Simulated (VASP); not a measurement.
CdTe: relaxation of cell and atoms with r2SCAN

The system is CdTe.

```
Cd Te
1.0
     0.00000    3.28211    3.28211
     3.28211    0.00000    3.28211
     3.28211    3.28211    0.00000
Cd Te
1 1
Cartesian
  0.0000 0.0000 0.0000
  4.9232 4.9232 4.9232
```

The cell is a database's computed one.

```
Program                : VASP 6.6.1
Task                   : relaxation of cell and atoms
Functional             : r2SCAN
Potentials or basis    : VASP PAW PBE potentials, release 64 (Cd, Te)
Cutoff                 : 600 eV
k mesh                 : 10 × 10 × 10
Occupations            : gaussian, width 0.02 eV
Spin                   : no spin polarisation
Further INCAR settings : ALGO = Normal; EDIFF = 1e-07; IBRION = 2; EDIFFG = -0.005; NSW = 90; ISIF = 3
```

```
Relaxed volume                         : 35.29 Å³/atom
Relaxed cell                           : a = 4.639 Å, b = 4.639 Å, c = 4.639 Å, α = 60.00°, β = 60.00°, γ = 60.00°
Space group after relaxing (to 0.05 Å) : F-43m (No. 216)
Energy gained by relaxing              : 0.0 meV/atom
Ionic steps                            : 2
Pressure after relaxing                : 0.0 GPa
Band gap on the k mesh                 : 1.15 eV, direct
```

Final structure:
```cif
data_structure
_symmetry_space_group_name_H-M 'P 1'
_symmetry_Int_Tables_number 1
_cell_length_a 4.6387
_cell_length_b 4.6387
_cell_length_c 4.6387
_cell_angle_alpha 60.000
_cell_angle_beta 60.000
_cell_angle_gamma 60.000
_cell_volume 70.58
loop_
_atom_site_label
_atom_site_type_symbol
_atom_site_fract_x
_atom_site_fract_y
_atom_site_fract_z
_atom_site_occupancy
Cd1 Cd 0.00000 0.00000 0.00000 1
Te1 Te 0.75000 0.75000 0.75000 1
```

Levels at points of the mesh, in eV from the valence-band top:
| k point | band 7 | band 8 | band 9 | band 10 | band 11 | band 12 |
| --- | --- | --- | --- | --- | --- | --- |
| (0.00, 0.00, 0.00) | 0.00 | 0.00 | 0.00 | 1.15 | 5.06 | 5.06 |
| (0.50, 0.00, 0.00) | -4.29 | -0.74 | -0.74 | 2.19 | 5.60 | 5.60 |
| (0.50, 0.50, 0.00) | -4.17 | -1.79 | -1.79 | 2.96 | 2.99 | 9.25 |

Run time: 5 min on 1 thread of Intel(R) Xeon(R) Platinum 8375C CPU @ 2.90GHz (Ice Lake), with other jobs on the host, peak memory 0.3 GiB.

Caveat: the PAW data sets were made with another functional, which shifts forces and pressure a little; spin-orbit coupling is left out, which moves the levels of the heavy elements. r2SCAN opens gaps a little over a GGA but as a rule still falls short of measured ones.
